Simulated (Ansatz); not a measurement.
InSb: what symmetry allows forces and stress to be

```yaml
crystal:
  lattice:
    - [3.07666, 0.00000, 0.00000]
    - [0.00000, 3.07666, 0.00000]
    - [0.00000, 0.00000, 6.21547]
  atoms:
    - { symbol: In, position: [0.00000, 0.00000, 0.00000] }
    - { symbol: Sb, position: [0.00000, 0.00000, 0.52413] }
```

Computed with DFT PBE, scalar-relativistic, plane waves, PAW in Ansatz.

Settings: cutoff 420 eV, Γ-centred mesh 12×12×6 on the computed 2-atom cell, Gaussian smearing of 0.10 eV; no spin polarisation.

This distorted cell has space group P4mm, with 8 operations.

Q: Without a calculation: in which directions can each atom feel a force?

A: A force must be left unchanged by every operation that keeps its atom in place, so it lies in the space that those operations leave fixed. Atoms that the group maps onto each other feel forces of one size.
| atom | site symmetry | operations at the site | equivalent to atom | allowed force (Cartesian) |
| --- | --- | --- | --- | --- |
| In1 | 4mm | 8 | 1 | along (0.00, 0.00, 1.00) |
| Sb2 | 4mm | 8 | 2 | along (0.00, 0.00, 1.00) |

That leaves 2 independent force components of 6, tied by 1 condition that the forces sum to zero, so 1 remains. A relaxation in this cell that keeps the symmetry moves the atoms in these directions alone.

Q: And the stress tensor?

A: It must be invariant under the point group, which leaves 2 independent components: yz, xz, xy vanish; xx = yy.

Q: Do the computed values obey this?

A: Yes. Forces (eV/Å):
```
In1  0.000  0.000  0.455
Sb2  0.000  0.000 -0.455
```

Stress (GPa, compression positive, xx yy zz yz xz xy): 0.32 0.32 1.67 0.00 0.00 0.00. The program imposes the same operations on density, forces and stress, so this confirms the analysis and is no independent test of the calculation.

This form isn't the usual stable structure of the compound.